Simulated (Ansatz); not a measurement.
# Li2O: the cost of one run

The runs shown are made with Ansatz 0.2.0. PAW datasets, plane waves, zero pressure. (Simulation; spin polarisation is off.)

## (1) The structure to begin with

It is cubic, Fm-3m (No. 225); a = 4.610 Å in the conventional setting, 8.16 Å³ an atom. Near Li stand 4 O at 2.00 Å; near O stand 8 Li at 2.00 Å.

As a file:

```
Li O
1.0
     0.00000    2.30500    2.30500
     2.30500    0.00000    2.30500
     2.30500    2.30500    0.00000
Li O
2 1
Direct
  0.25000 0.25000 0.25000
  0.75000 0.75000 0.75000
  0.00000 0.00000 0.00000
```

## (2) PBE: cell and atoms

Contents of input.yaml:

```yaml
crystal:
  lattice:
    - [0.0, 2.305, 2.305]
    - [2.305, 0.0, 2.305]
    - [2.305, 2.305, 0.0]
  atoms:
    - { symbol: Li, position: [0.25, 0.25, 0.25] }
    - { symbol: Li, position: [0.75, 0.75, 0.75] }
    - { symbol: O, position: [0.0, 0.0, 0.0] }
kpoints:
  mp_grid: { grid: [8, 8, 8] }
hamiltonian:
  xc: pbe
scf:
  occupations: { method: fermi_dirac, width: 0.02 }
relax:
  f_tol: 0.005
  cell: {}
output:
  write_density: true
  write_potential: true
  elf: true
  volumetric_format: npy
```

The run is started by

```bash
ansatz run input.yaml --threads 2 --pin off --max-ram 2211MiB --backend cpu --events-out ev --progress --plain --runs-dir out
```

**Question.** How long does this run take on 2 threads of Arm Neoverse N1, shared host, and how much memory does it need?

About 4.2 s, with a peak of 0.34 GiB.
